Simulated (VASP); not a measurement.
InAs: relaxation of the atoms with PBEsol

The system is InAs, a slab with vacuum.

```
In As
1.0
     4.30692    0.00000    0.00000
     0.00000    6.09091    0.00000
     0.00000    0.00000   27.92077
In As
7 7
Direct
  0.50000 0.50000 0.26862
  0.00000 0.00000 0.34574
  0.50000 0.50000 0.42287
  0.00000 0.00000 0.50000
  0.50000 0.50000 0.57713
  0.00000 0.00000 0.65426
  0.50000 0.50000 0.73138
  0.00000 0.75000 0.26862
  0.50000 0.25000 0.34574
  0.00000 0.75000 0.42287
  0.50000 0.25000 0.50000
  0.00000 0.75000 0.57713
  0.50000 0.25000 0.65426
  0.00000 0.75000 0.73138
```

```
Program                : VASP 6.6.1
Task                   : relaxation of the atoms
Functional             : PBEsol
Potentials or basis    : VASP PAW PBE potentials, release 64 (In_d, As)
Cutoff                 : 520 eV
k mesh                 : 6 × 5 × 1
Occupations            : gaussian, width 0.03 eV
Spin                   : no spin polarisation
Dipole correction      : yes
Further INCAR settings : ALGO = Normal; EDIFF = 1e-06; IBRION = 2; EDIFFG = -0.02; NSW = 80
```

The energy gained by relaxing is 92.6 meV/atom, the ionic steps are 20 and the largest force after relaxing is 0.015 eV/Å. The band gap on the k mesh is 0.44 eV, direct.

Forces on the atoms (eV/Å):
```
In   0.000 -0.003  0.008
In   0.000  0.007  0.011
In   0.000  0.000  0.004
In   0.000  0.006  0.000
In   0.000  0.000 -0.004
In   0.000  0.007 -0.011
In   0.000 -0.003 -0.008
As   0.000  0.001  0.007
As   0.000 -0.003 -0.015
As   0.000 -0.007  0.011
As   0.000  0.005  0.000
As   0.000 -0.007 -0.011
As   0.000 -0.003  0.015
As   0.000  0.001 -0.007
```

Step by step:
| step | energy change (eV) | largest force (eV/Å) | pressure (GPa) |
| --- | --- | --- | --- |
| 1 | 0.0000 | 1.3819 | -0.23 |
| 2 | -0.3172 | 1.1554 | -0.20 |
| 3 | -0.7188 | 0.8943 | -0.11 |
| 4 | -1.0199 | 0.6601 | -0.28 |
| 5 | -1.2042 | 0.4707 | -0.54 |
| 6 | -1.2583 | 0.2432 | -0.46 |
| 7 | -1.2583 | 0.2407 | -0.46 |
| 8 | -1.2716 | 0.1696 | -0.44 |
| 9 | -1.2751 | 0.1710 | -0.41 |
| 10 | -1.2837 | 0.1088 | -0.38 |
| 11 | -1.2853 | 0.1039 | -0.36 |
| 12 | -1.2901 | 0.0838 | -0.33 |
| 13 | -1.2910 | 0.0795 | -0.31 |
| 14 | -1.2939 | 0.0546 | -0.30 |
| 15 | -1.2939 | 0.0562 | -0.28 |
| 16 | -1.2952 | 0.0226 | -0.30 |
| 17 | -1.2953 | 0.0293 | -0.29 |
| 18 | -1.2956 | 0.0235 | -0.28 |
| 19 | -1.2956 | 0.0241 | -0.28 |
| 20 | -1.2959 | 0.0155 | -0.27 |

Final structure:
```xyz
14
Lattice="4.3069 0.0000 0.0000 0.0000 6.0909 0.0000 0.0000 0.0000 27.9208" Properties=species:S:1:pos:R:3 pbc="T T T"
In    2.1535    3.3981    7.9899
In    0.0000    5.9767    9.5400
In    2.1535    2.9703   11.8331
In    0.0000    5.9906   13.9604
In    2.1535    2.9703   16.0876
In    0.0000    5.9767   18.3808
In    2.1535    3.3981   19.9309
As    4.3069    4.6724    7.2289
As    2.1535    1.4145    9.6835
As    4.3069    4.5072   11.7707
As    2.1535    1.4265   13.9604
As    4.3069    4.5072   16.1500
As    2.1535    1.4145   18.2372
As    4.3069    4.6724   20.6919
```

Levels at points of the mesh, in eV from the valence-band top:
| k point | band 61 | band 62 | band 63 | band 64 | band 65 | band 66 |
| --- | --- | --- | --- | --- | --- | --- |
| (0.00, 0.00, 0.00) | -0.31 | -0.15 | 0.00 | 0.44 | 1.31 | 1.56 |
| (0.50, 0.00, 0.00) | -1.26 | -1.14 | -0.89 | 0.83 | 1.13 | 1.90 |

Wall time 51 min on 4 MPI ranks on Intel(R) Xeon(R) Platinum 8488C (Sapphire Rapids), with other jobs on the host, peak memory 0.4 GiB a rank.

Caveat: the PAW data sets were made with another functional, which shifts forces and pressure a little; spin-orbit coupling is left out, which moves the levels of the heavy elements. Expect the measured gap to be larger: semilocal functionals such as PBEsol lack the derivative discontinuity.
